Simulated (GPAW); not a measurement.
## Pb in GPAW: the effect of functional

Pb:

```
Pb
1.0
    -1.97966    1.97966    1.97966
     1.97966   -1.97966    1.97966
     1.97966    1.97966   -1.97966
Pb
1
Cartesian
  0.0000 0.0000 0.0000
```

This isn't the form of Pb at room conditions, which is fcc.

Alike in all runs:

| Property | Result |
| --- | --- |
| Program | GPAW 26.7.0 |
| Task | Fermi surface |
| Cutoff | 510 eV |
| Basis | pw |
| k mesh | 9 × 9 × 9 |
| Occupations | fermi-dirac, width 0.05 eV |
| Spin | no spin polarisation |

```csv
functional,potentials or basis,pressure (GPa)
LDA,the program's PAW data sets (release 1.2.1) made for this functional,-3.9
PBEsol,PAW data sets generated in the run's folder for this functional,-2.4
PBE,GPAW PAW data sets (gpaw-data 1.2.1),?
r2SCAN,GPAW PAW data sets (gpaw-data 1.2.1),-0.8
RPBE,the program's PAW data sets (release 1.2.1) made for this functional,1.9
AM05,PAW data sets generated in the run's folder for this functional,-2.1
WC,PAW data sets generated in the run's folder for this functional,-2.3
revPBE,the program's PAW data sets (release 1.2.1) made for this functional,1.4
SCAN,GPAW PAW data sets (gpaw-data 1.2.1),-1.4
BLYP,PAW data sets generated in the run's folder for this functional,3.9
```

Problem. What does the run with functional PBE give?

Solution. Pressure 0.3 GPa.

Caveats: the cutoff is short for stress and forces, so pressures can be off by a GPa or more; the PAW data sets were made with another functional, which shifts forces and pressure a little (some runs).
